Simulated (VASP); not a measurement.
The system is HgTe (Coloradoite).

```
Hg Te
1.0
     0.00000    3.21450    3.21450
     3.21450    0.00000    3.21450
     3.21450    3.21450    0.00000
Hg Te
1 1
Direct
  0.00000 0.00000 0.00000
  0.75000 0.75000 0.75000
```

- Program: VASP 6.6.1
- Task: relaxation of cell and atoms
- Functional: optB86b-vdW
- Potentials or basis: VASP PAW PBE potentials, release 64 (Hg, Te)
- Cutoff: 600 eV
- k mesh: 7 × 7 × 7
- Occupations: fermi-dirac, width 0.05 eV
- Spin: no spin polarisation

At the start: pressure 3.4 GPa; volume 33.22 Å³/atom.

Task: Where does the relaxation end?

Result: Over 3 steps the energy falls by 24.5 meV/atom and the volume is 35.71 Å³/atom (+7.5 %); space group F-43m (No. 216, to 0.05 Å).

Step by step:
```csv
step,energy change (eV),largest force (eV/Å),pressure (GPa),volume (Å³)
1,0.0000,0.0000,3.38,66.43
2,-0.0428,0.0000,-0.98,73.40
3,-0.0490,0.0000,0.01,71.41
```

Final structure:
```cif
data_structure
_symmetry_space_group_name_H-M 'P 1'
_symmetry_Int_Tables_number 1
_cell_length_a 4.6569
_cell_length_b 4.6569
_cell_length_c 4.6569
_cell_angle_alpha 60.000
_cell_angle_beta 60.000
_cell_angle_gamma 60.000
_cell_volume 71.41
loop_
_atom_site_label
_atom_site_type_symbol
_atom_site_fract_x
_atom_site_fract_y
_atom_site_fract_z
_atom_site_occupancy
Hg1 Hg 0.00000 0.00000 0.00000 1
Te1 Te 0.75000 0.75000 0.75000 1
```

Caveat: the PAW data sets were made with another functional, which shifts forces and pressure a little.
